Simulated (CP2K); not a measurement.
# Ag (Fm-3m) in CP2K: reference runs, part 2 of 2

CP2K 2026.2. The steps go on from the part before.

**3. Single point, PBE (cell strained at random at fixed volume)**

File ag_scf.inp:

```
&GLOBAL
  PROJECT ag_scf
  RUN_TYPE ENERGY_FORCE
  PRINT_LEVEL LOW
&END GLOBAL
&FORCE_EVAL
  METHOD QS
  STRESS_TENSOR ANALYTICAL
  &DFT
    BASIS_SET_FILE_NAME BASIS_MOLOPT_UZH
    POTENTIAL_FILE_NAME POTENTIAL_UZH
    &MGRID
      CUTOFF 450
      REL_CUTOFF 60
      NGRIDS 4
    &END MGRID
    &QS
      METHOD GPW
      EPS_DEFAULT 1.0E-10
    &END QS
    &KPOINTS
      SCHEME MONKHORST-PACK 11 11 11
      GAMMA_CENTERED T
      SYMMETRY T
      SYMMETRY_BACKEND SPGLIB
    &END KPOINTS
    &SCF
      SCF_GUESS ATOMIC
      EPS_SCF 1.0E-6
      MAX_SCF 100
      ADDED_MOS 11
      CHOLESKY OFF
      EPS_EIGVAL 1.0E-7
      &DIAGONALIZATION ON
        ALGORITHM STANDARD
      &END DIAGONALIZATION
      &MIXING ON
        METHOD BROYDEN_MIXING
        ALPHA 0.4
        BETA 1.5
        NBUFFER 8
      &END MIXING
      &SMEAR ON
        METHOD FERMI_DIRAC
        ELECTRONIC_TEMPERATURE 580.23
      &END SMEAR
    &END SCF
    &XC
      &XC_FUNCTIONAL
        &GGA_X_PBE
        &END GGA_X_PBE
        &GGA_C_PBE
        &END GGA_C_PBE
      &END XC_FUNCTIONAL
    &END XC
    &PRINT
      &KPOINTS ON
      &END KPOINTS
      &MULLIKEN ON
      &END MULLIKEN
      &MO ON
        ENERGIES T
        OCCUPATION_NUMBERS T
        &EACH
          QS_SCF 0
        &END EACH
        ADD_LAST NUMERIC
      &END MO
      &LOWDIN ON
      &END LOWDIN
      &HIRSHFELD ON
        SHAPE_FUNCTION DENSITY
      &END HIRSHFELD
      &E_DENSITY_CUBE ON
        STRIDE 1
      &END E_DENSITY_CUBE
      &V_HARTREE_CUBE ON
        STRIDE 1
      &END V_HARTREE_CUBE
      &ELF_CUBE ON
        STRIDE 1
      &END ELF_CUBE
    &END PRINT
  &END DFT
  &SUBSYS
    &CELL
      ABC 2.9033357863 2.8493221928 2.9287765404
      ALPHA_BETA_GAMMA 59.3737268038 60.9443857971 59.1138904451
      PERIODIC XYZ
    &END CELL
    &COORD
      Ag  0.0333252280 0.0605541098 -0.0250555822
    &END COORD
    &KIND Ag
      BASIS_SET TZVP-MOLOPT-PBE-GTH-q11
      POTENTIAL GTH-PBE-q11
    &END KIND
    &PRINT
      &ATOMIC_COORDINATES ON
      &END ATOMIC_COORDINATES
      &CELL ON
      &END CELL
      &SYMMETRY ON
      &END SYMMETRY
    &END PRINT
  &END SUBSYS
  &PRINT
    &FORCES ON
    &END FORCES
    &STRESS_TENSOR ON
    &END STRESS_TENSOR
  &END PRINT
&END FORCE_EVAL
```

Potentials or basis: POTENTIAL_UZH Ag GTH-PBE-q11; TZVP-MOLOPT-PBE-GTH basis.

On the command line:

```console
$ OMP_NUM_THREADS=1 cp2k.psmp -i ag_scf.inp -o ag_scf.out
```

ag_scf.out:

```text

 CP2K| version string:                                       CP2K version 2026.2
 CP2K| Input file name                                                ag_scf.inp

 GLOBAL| Force Environment number                                              1
 GLOBAL| Basis set file name                                    BASIS_MOLOPT_UZH
 GLOBAL| Potential file name                                       POTENTIAL_UZH
 GLOBAL| MM Potential file name                                     MM_POTENTIAL
 GLOBAL| Coordinate file name                                      __STD_INPUT__
 GLOBAL| Method name                                                        CP2K
 GLOBAL| Project name                                                     ag_scf
 GLOBAL| Run type                                                   ENERGY_FORCE
 GLOBAL| FFT library                                                       FFTW3
 GLOBAL| Diagonalization library                                       ScaLAPACK
 GLOBAL| Cholesky decomposition library                                ScaLAPACK
 GLOBAL| DGEMM library                                                      BLAS
 GLOBAL| Direct generalized diagonalization requested                          F
 GLOBAL| Matrix multiplication library                                 ScaLAPACK
 GLOBAL| Global print level                                                  LOW
 GLOBAL| Total number of message passing processes                             1
 GLOBAL| Number of threads for this process                                    1
 GLOBAL| CPU model name                                                  UNKNOWN

 CELL| Volume [angstrom^3]:                                            17.048086
 CELL| Vector a [angstrom]:       2.903     0.000     0.000   |a| =     2.903336
[... 507 lines left out ...]
 # Total charge                             11.000000                 -0.000000

 !-----------------------------------------------------------------------------!

 !-----------------------------------------------------------------------------!
                           Hirshfeld Charges

  #Atom  Element  Kind  Ref Charge     Population                    Net charge
      1       Ag     1      11.000         11.000                        -0.000

  Total Charge                                                           -0.000
 !-----------------------------------------------------------------------------!

 LOWDIN POPULATION ANALYSIS

 #  Atom  Element  Kind  Atomic population                           Net charge
       1     Ag       1         11.000000                             -0.000000
 # Total charge                             11.000000                 -0.000000

               ----- ELF is computed on the real space grid -----

 ELF is written in Cube    file format to the file:

 ag_scf-ELF_S1-1_0.cube

 ENERGY| Total FORCE_EVAL ( QS ) energy [hartree]            -37.129620245826004

 FORCES| Atomic forces [hartree/bohr]
 FORCES|   Atom     x               y               z               |f|
 FORCES|      1  2.44033758E-07  1.09987648E-06  1.11542109E-06   1.58538479E-06
 FORCES| Sum     2.44033758E-07  1.09987648E-06  1.11542109E-06
 FORCES| Total atomic force                                       1.58538479E-06

 STRESS| Analytical stress tensor [bar]
 STRESS|                        x                   y                   z
 STRESS|      x        3.60084187458E+04  -2.08102774262E+03  -8.32829205580E+02
 STRESS|      y       -2.08102774262E+03   7.24287966990E+04  -1.15699615400E+04
 STRESS|      z       -8.32829205580E+02  -1.15699615400E+04   2.94439132549E+04
 STRESS| 1/3 Trace                                             4.59603762332E+04
 STRESS| Determinant                                           7.17530080964E+13

 STRESS| Eigenvectors and eigenvalues of the analytical stress tensor [bar]
 STRESS|                        1                   2                   3
 STRESS| Eigenvalues   2.63469971223E+04   3.61054037168E+04   7.54287278605E+04
 STRESS|      x           0.135912649206      0.989651483374     -0.046018401108
 STRESS|      y           0.247026070614      0.011130511974      0.968944906659
 STRESS|      z           0.959429972548     -0.143059614000     -0.242956939846
```

Wall time 3.7 min (1 thread of Arm Neoverse V1, shared host); peak memory 0.38 GiB.

What came out:

- Free energy: -1010.3483 eV
- Pressure: 4.6 GPa
- Band gap on the k mesh: none (metal or under the smearing width)

Stress tensor (GPa, compression positive):
```
 3.60 -0.21 -0.08
-0.21  7.24 -1.16
-0.08 -1.16  2.94
```

Caveat: the basis of atomic orbitals isn't converged, which shifts pressures, moduli and gaps.
